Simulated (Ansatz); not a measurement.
Relaxation of a periodic cell of 23 atoms, Ca$_{7}$F$_{16}$ (host CaF2, host structure Fm-3m, one Ca atom removed), cell charge +1, to a largest force component of 0.03 eV/Å in at most 60 steps.

These are results of DFT PBE, scalar-relativistic, plane waves, PAW in Ansatz, not measurements. Settings: PAW set soft_1, cutoff 420 eV, k mesh 2x2x2, gaussian smearing 0.05 eV, spin collinear.

```xyz
23
Lattice="0.0000 5.2786 5.2786 5.2786 0.0000 5.2786 5.2786 5.2786 0.0000" Properties=species:S:1:pos:R:3:forces:R:3
Ca -0.021 0.005 -0.013 0.04 0.08 0.20
F 1.314 1.396 1.317 0.00 -0.47 0.20
F 3.965 3.916 3.915 -0.09 0.20 0.31
Ca 2.631 2.643 0.054 0.30 -0.19 -0.87
F 3.951 3.919 1.374 0.09 0.17 -0.43
F 6.589 6.622 3.959 -0.02 -0.20 0.10
Ca 2.690 -0.001 2.675 -0.64 -0.02 -0.29
F 3.910 1.347 3.942 0.31 0.03 0.15
F 6.601 3.923 6.543 -0.34 0.28 0.29
Ca 5.312 2.669 2.626 0.08 -0.34 0.05
F 6.588 3.968 3.966 0.13 0.05 0.03
F 9.228 6.611 6.642 -0.09 -0.16 -0.26
Ca -0.013 2.604 2.643 0.02 0.49 -0.01
F 1.293 3.950 3.994 0.27 -0.12 -0.36
F 3.896 6.614 6.643 0.39 -0.04 -0.17
Ca 2.627 5.221 2.596 -0.22 0.26 0.52
F 3.974 6.561 3.922 -0.19 -0.06 0.34
F 6.609 9.297 6.567 0.01 -0.22 0.31
Ca 2.662 2.622 5.298 -0.38 0.22 0.00
F 3.908 3.990 6.569 0.36 -0.08 0.04
F 6.578 6.585 9.259 0.25 0.13 -0.20
F 6.585 6.557 6.632 -0.01 0.15 -0.20
F 9.264 9.234 9.211 -0.26 -0.16 0.23
```

**Question.** Where does it end, and by what steps?

**Answer.** It converged. The force dipped under the threshold on the way, but the program's further checks kept it going. Limits of this set-up: coarse k mesh, a small cell, in which the defect meets its images, a typed lattice constant that wasn't relaxed here, charged cell in a uniform background, uncorrected. After 3 steps the energy has fallen by 0.252 eV; F15 moved furthest, 0.11 Å.

```json
{"step": "0", "energy less start (eV)": "0.0000", "largest force component (eV/Å)": "0.867", "accepted": "yes"}
{"step": "1", "energy less start (eV)": "-0.2011", "largest force component (eV/Å)": "0.400", "accepted": "yes"}
{"step": "2", "energy less start (eV)": "-0.2525", "largest force component (eV/Å)": "0.017", "accepted": "yes"}
{"step": "3", "energy less start (eV)": "-0.2525", "largest force component (eV/Å)": "0.017", "accepted": "yes"}
```

```xyz
23
Lattice="0.0000 5.2786 5.2786 5.2786 0.0000 5.2786 5.2786 5.2786 0.0000" Properties=species:S:1:pos:R:3
Ca -0.005 -0.002 0.000
F 1.331 1.330 1.339
F 3.967 3.985 3.977
Ca 2.634 2.635 0.002
F 3.936 3.945 1.334
F 6.574 6.571 3.987
Ca 2.640 -0.002 2.641
F 3.940 1.337 3.947
F 6.566 3.970 6.577
Ca 5.273 2.645 2.643
F 6.578 3.980 3.982
F 9.218 6.607 6.612
Ca -0.007 2.629 2.644
F 1.326 3.939 3.944
F 3.976 6.581 6.584
Ca 2.622 5.277 2.632
F 3.966 6.569 3.978
F 6.606 9.228 6.613
Ca 2.636 2.642 5.283
F 3.974 3.972 6.585
F 6.604 6.611 9.225
F 6.570 6.587 6.579
F 9.221 9.219 9.227
```

Whether the end is a true minimum wasn't checked by a vibrational analysis.

The run took 89 s on 4 threads of Arm Neoverse V1, with other jobs on the host, peak memory 1.2 GiB.
